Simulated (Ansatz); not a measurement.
Stackings of close-packed layers of NaH (capitals for Na, lower case for the other element), each relaxed to a stress under 0.05 GPa; energies count from the stacking AcBaCb (Fm-3m).

Theory: Ansatz 0.2.0, DFT PBE, scalar-relativistic, plane waves, PAW.

Cutoff 420 eV; k points 9×9×6 on the computed 4-atom cell (Γ-centred); Gaussian smearing, width 0.02 eV; no spin polarisation.

Start (AbAc):

```
CELL_PARAMETERS angstrom
3.41517 0.00000 0.00000
-1.70759 2.95763 0.00000
0.00000 0.00000 5.57697
ATOMIC_POSITIONS crystal
Na 0.00000 0.00000 0.00000
H 0.33333 0.66667 0.25000
Na 0.00000 0.00000 0.50000
H 0.66667 0.33333 0.75000
```

Problem. Give the relaxed structure and its energy.

Solution. The free energy falls by 13 meV/atom.

```
excess energy (meV/atom)   : 44.2
spacing of like layers (Å) : 2.942
a (Å)                      : 3.345
gap on the mesh (eV)       : 3.37
```

Relaxed structure:
```yaml
crystal:
  lattice:
    - [3.34461, 0.00000, 0.00000]
    - [-1.67230, 2.89652, 0.00000]
    - [0.00000, 0.00000, 5.88338]
  atoms:
    - { symbol: Na, position: [0.00000, 0.00000, 0.00000] }
    - { symbol: H, position: [0.33333, 0.66667, 0.25000] }
    - { symbol: Na, position: [0.00000, 0.00000, 0.50000] }
    - { symbol: H, position: [0.66667, 0.33333, 0.75000] }
```

An odd mesh misses points on the zone edge, so a gap read on it can be too wide.

Time: 8.7 s on 1 thread of Arm Neoverse V1, on a shared host, peak memory 0.32 GiB.